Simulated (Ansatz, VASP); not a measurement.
**One calculation of Al, two programs**

```
CELL_PARAMETERS angstrom
0.00000 1.98347 1.98347
1.98347 0.00000 1.98347
1.98347 1.98347 0.00000
ATOMIC_POSITIONS crystal
Al 0.00000 0.00000 0.00000
```

Alike in both runs: task single point; functional PBEsol; k mesh 12 × 12 × 12; occupations methfessel-paxton of order 1, width 0.1 eV; no spin polarisation.

```csv
,VASP,Ansatz
version,VASP 6.6.1,Ansatz 0.2.0
potentials or method,"VASP PAW PBE potentials, release 64 (Al)","plane waves, PAW"
plane-wave cutoff (eV),520,450
valence electrons in the cell,3,3
```

VASP gave:

```
pressure (GPa) : 3.7
```

What did Ansatz give for the same quantities?

Pressure (GPa): 3.6.

Caveats: the PAW data sets were made with another functional, which shifts forces and pressure a little (VASP).
